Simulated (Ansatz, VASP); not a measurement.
# Sn3Te: VASP beside Ansatz

```
Te Sn
1.0
     4.96105    0.00000    0.00000
     0.00000    4.96105    0.00000
     0.00000    0.00000    4.96105
Te Sn
1 3
Direct
  0.00000 0.00000 0.00000
  0.00000 0.50000 0.50000
  0.50000 0.00000 0.50000
  0.50000 0.50000 0.00000
```

Change from the starting cell: volume scaled by 1.06.

Alike in both runs: task single point; functional LDA; k mesh 6 × 6 × 6; occupations fermi-dirac, width 0.05 eV; no spin polarisation.

|  | VASP | Ansatz |
| --- | --- | --- |
| version | VASP 6.6.1 | Ansatz 0.2.0 |
| potentials or method | VASP PAW LDA potentials, release 64 (Te, Sn_d), cutoff 520 eV | all-electron LAPW, scalar-relativistic |

|  | VASP | Ansatz | Ansatz less VASP |
| --- | --- | --- | --- |
| gap on the k mesh at the Fermi level (eV) | none | none | - |
| pressure (GPa) | -5.4 | -5.4 | +0.02 |

A gap of «none» marks a metal or a gap that the smearing closes. Ansatz ran all-electron here, so the differences hold the error of VASP's frozen core and of both bases.

The runs have no spin-orbit coupling, so splittings on Te are missing.
